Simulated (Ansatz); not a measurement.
NaH (Pm-3m), a vibration from a frozen displacement

Theory: DFT LDA, scalar-relativistic, plane waves, PAW in Ansatz 0.2.0. Cutoff 420 eV, Γ-centred 12×12×12 k-points, Gaussian smearing of 0.05 eV. No spin polarisation. Energies are free energies at this smearing, counted from the undisturbed cell; pressure is positive in compression.

Reference structure (as given, not relaxed at this level; it stands at -2.0 GPa; this CsCl-type form isn't the usual structure):

```yaml
crystal:
  lattice:
    - [2.95512, 0.00000, 0.00000]
    - [0.00000, 2.95512, 0.00000]
    - [0.00000, 0.00000, 2.95512]
  atoms:
    - { symbol: Na, position: [0.00000, 0.00000, 0.00000] }
    - { symbol: H, position: [0.50000, 0.50000, 0.50000] }
```

Every H atom is moved by x along the Cartesian unit vector (0.707, -0.707, 0.000); the cell and all other atoms stay fixed. The cell's volume is 25.81 Å³; the moved atoms weigh 1.008 u together and the others 22.990 u. Some rows repeat others by symmetry and weren't run.

| x (Å) | ΔE (meV/cell) | total force on the moved atoms along the move (eV/Å) | pressure (GPa) |
| --- | --- | --- | --- |
| -0.1000 | 1.62 | 0.0331 | -1.9490 |
| -0.0875 | 1.24 | 0.0287 | -1.9691 |
| -0.0750 | 0.90 | 0.0243 | -1.9866 |
| -0.0625 | 0.62 | 0.0202 | -2.0014 |
| -0.0500 | 0.40 | 0.0160 | -2.0135 |
| -0.0375 | 0.22 | 0.0120 | -2.0229 |
| -0.0250 | 0.10 | 0.0079 | -2.0296 |
| -0.0125 | 0.02 | 0.0040 | -2.0336 |
| 0.0000 | 0.00 | 0.0000 | -2.0350 |
| 0.0125 | 0.02 | -0.0040 | -2.0336 |
| 0.0250 | 0.10 | -0.0079 | -2.0296 |
| 0.0375 | 0.22 | -0.0120 | -2.0229 |
| 0.0500 | 0.40 | -0.0160 | -2.0135 |
| 0.0625 | 0.62 | -0.0202 | -2.0014 |
| 0.0750 | 0.90 | -0.0243 | -1.9866 |
| 0.0875 | 1.24 | -0.0287 | -1.9691 |
| 0.1000 | 1.62 | -0.0331 | -1.9490 |

Problem. What frequency belongs to this motion?

Solution. The force constant is k = −dF/dx = 0.317 eV/Å², from the parabola through x = -0.0125, 0 and 0.0125. In every cell the moved atoms swing against the rest, so the mass is μ = m₁m₂/(m₁ + m₂) = 0.966 u, and ν̃ = 521.5 cm⁻¹ × √(|k|/μ) = 299 cm⁻¹, at this cell's pressure of -2.0 GPa. To first order in x, and within 1 %, the force on every atom lies along the move and, within each of the two groups, in proportion to the atom's mass, so this is itself a mode at the zone centre of this cell, taken without macroscopic field (the transverse frequency in a polar insulator).

Problem. How far does the harmonic law reach?

Solution. At x = -0.100 Å, kx²/2 = 1.58 meV against the computed 1.62 meV (+2.4 %): the well is still close to harmonic there.